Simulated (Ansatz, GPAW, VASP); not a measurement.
**BAs: programs and potentials compared**

```
CELL_PARAMETERS angstrom
0.00000 2.38850 2.38850
2.38850 0.00000 2.38850
2.38850 2.38850 0.00000
ATOMIC_POSITIONS crystal
As 0.75000 0.75000 0.75000
B 0.00000 0.00000 0.00000
```

Alike in all runs: task single point; functional RPBE; k mesh 10 × 10 × 10; occupations gaussian, width 0.05 eV; no spin polarisation; no spin-orbit coupling. Pressure is positive in compression and, in plane waves, holds the error of the finite cutoff, which Ansatz's Pulay term estimates and takes out.

| program and potentials | plane-wave cutoff (eV) | notes | band gap (eV) | pressure (GPa) |
| --- | --- | --- | --- | --- |
| Ansatz, Ansatz PAW | 420 | potentials made for PBE, which Ansatz adapts in part; 9 valence electrons an atom on average; Pulay term of +0.09 GPa included | 1.22 | 5.43 |
| VASP, PBE PAW files As, B, 520 eV | 520 | potentials made for PBE; 4 valence electrons an atom on average | 1.21 | 6.00 |
| GPAW, the program's PAW data sets (release 1.2.1) made for this functional | 800 | 4 valence electrons an atom on average | 1.21 | 5.96 |
| Ansatz, all-electron LAPW, scalar-relativistic | - | - | 1.22 | 5.38 |

The band gap spans 1.21 (VASP, PBE PAW files As, B, 520 eV) to 1.22 eV (Ansatz, all-electron LAPW, scalar-relativistic), with all-electron results at 1.22. The pressure spans 5.38 (Ansatz, all-electron LAPW, scalar-relativistic) to 6.00 GPa (VASP, PBE PAW files As, B, 520 eV), with all-electron results at 5.38. Some sets were made for another functional than the one run, which can shift their rows. Spin-orbit coupling, left out here, moves the band edges of heavy atoms. The gap is indirect and read on the mesh alone.

The functional is the same throughout but for its coding, so the spread measures potentials, basis and numerics; runs on potential files found faulty are left out.
